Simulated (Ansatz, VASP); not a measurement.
Given: the input of a run of Ansatz 0.2.0 on Al.

input.yaml

```yaml
crystal:
  lattice:
    - [0.0, 2.024805, 2.024805]
    - [2.024805, 0.0, 2.024805]
    - [2.024805, 2.024805, 0.0]
  atoms:
    - { symbol: Al, position: [0.0, 0.0, 0.0] }
kpoints:
  mp_grid: { grid: [11, 11, 11] }
scf:
  occupations: { method: gaussian, width: 0.025 }
hamiltonian:
  xc: pbe
  pseudopotentials: { kind: all_electron, lapw: { basis_error: 0.001 } }
output:
  forces: true
  stress: true
  eigenvalues: true
```

Potentials or basis: all-electron LAPW, scalar-relativistic.

Run with:

```sh
$ ansatz run input.yaml --threads 1 --pin off --max-ram 3072MiB --backend cpu --events-out ev --progress --plain --runs-dir out
```

Question: Set up the same calculation for VASP 6.6.1. Potentials there: VASP PAW PBE potentials, release 64 (Al).

Answer: As run (the cutoff follows the program's own potentials):

INCAR

```
PREC = Accurate
ENCUT = 520
EDIFF = 1E-6
ISMEAR = 0
SIGMA = 0.025
LREAL = False
LASPH = True
NELM = 60
ALGO = Fast
ISIF = 2
LWAVE = False
LCHARG = True
GGA = PE
LELF = True
LVHAR = True
NBANDS = 8
```

Contents of KPOINTS:

```
regular mesh
0
Gamma
  11 11 11
```

Contents of POSCAR:

```
Al
1.0
    0.0000000000      2.0248050000      2.0248050000
    2.0248050000      0.0000000000      2.0248050000
    2.0248050000      2.0248050000      0.0000000000
Al
1
Direct
    0.0000000000      0.0000000000      0.0000000000
```

Potentials or basis: VASP PAW PBE potentials, release 64 (Al).

The run is started by

```bash
$ cat potpaw_PBE.64/Al/POTCAR > POTCAR
$ mpirun -np 1 vasp_std > vasp.out
```

Both were run:

|  | VASP | Ansatz | Ansatz less VASP |
| --- | --- | --- | --- |
| gap on the k mesh at the Fermi level (eV) | none | none | - |
| pressure (GPa) | -0.5 | -0.5 | +0.04 |

A gap of «none» marks a metal or a gap that the smearing closes. Ansatz ran all-electron here, so the differences hold the error of VASP's frozen core and of both bases.
